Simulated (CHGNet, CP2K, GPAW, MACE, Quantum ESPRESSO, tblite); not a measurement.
# What went wrong? Quantum ESPRESSO on twisted Janus MoSSe bilayer, 38.21° (42 atoms)

Program: Quantum ESPRESSO 7.5, a calculation on a cell of 14 Mo, 14 S and 14 Se, with vacuum.

pw.in

```
&control
  calculation = 'scf'
  pseudo_dir = './pseudo'
  outdir = './tmp'
  disk_io = 'none'
  tprnfor = .true.
/
&system
  ibrav = 0
  nat = 42
  ntyp = 3
  ecutwf = 45
  ecutrho = 360
  nosym = .true.
  occupations = 'smearing'
  smearing = 'fd'
  degauss = 0.003675
/
&electrons
  conv_thr = 2.1e-07
  electron_maxstep = 50
  mixing_beta = 0.4
  mixing_mode = 'local-TF'
  diagonalization = 'david'
/
ATOMIC_SPECIES
Mo 95.950 Mo.upf
S 32.060 S.upf
Se 78.971 Se.upf
CELL_PARAMETERS angstrom
8.51930 0.00000 0.00000
-4.25965 7.37793 0.00000
0.00000 0.00000 23.69000
ATOMIC_POSITIONS crystal
Mo 0.19115 0.24890 0.36734
S 0.23121 0.04061 0.43094
Se 0.24426 0.04961 0.29715
Mo 0.33475 0.66524 0.36827
S 0.38232 0.47576 0.43467
Se 0.37834 0.47913 0.29801
Mo 0.47855 0.09634 0.36879
S 0.52956 0.92057 0.43396
Se 0.52920 0.89870 0.29432
Mo 0.62024 0.52528 0.37019
[... 28 atom lines left out ...]
Se 0.80768 0.04680 0.56787
Mo 0.89920 0.52836 0.63866
S 0.95102 0.76298 0.70469
Se 0.95096 0.75778 0.56693
K_POINTS gamma
```

Launch:

```sh
OMP_NUM_THREADS=1 mpirun -np 4 pw.x -in pw.in > output.txt
```

The program printed:

```text
Program PWSCF
 %%%%%%%%%%%%%%%%%%%%%%%%%%%%%%%%%%%%%%%%%%%%%%%%%%%%%%%%%%%%%%%%%%%%%%%%%%%%%%
     Error in routine  read_namelists (1):
      bad line in namelist &system: "  ecutwf = 45" (error could be in the previous line)
 %%%%%%%%%%%%%%%%%%%%%%%%%%%%%%%%%%%%%%%%%%%%%%%%%%%%%%%%%%%%%%%%%%%%%%%%%%%%%%
```

Wall time 0.48 s (4 MPI ranks of Arm Neoverse V1, shared host); peak memory 0.34 GiB.

Banners, paths, timers and routine set-up lines are dropped from the logs unmarked, and long logs keep their key lines alone; longer cuts are marked.

Q: Find the fault and mend it.

A misspelt keyword: ecutwfc written as ecutwf. Mend: write ecutwfc in place of ecutwf.

The program stopped at the start.

[Also dropped from logs without a mark: logging warnings of Python, and SIESTA's first energy breakdown and zero terms.]

[Logs are printed without paths, hosts, clocks, repeated set-up lines and the standing remarks that a program may print on its own settings, such as how far it seeks lower states.]

[Hosts, paths, dates, database ids (printed as entryN), source tags and the programs' standing remarks are cut or masked in the printed files.]
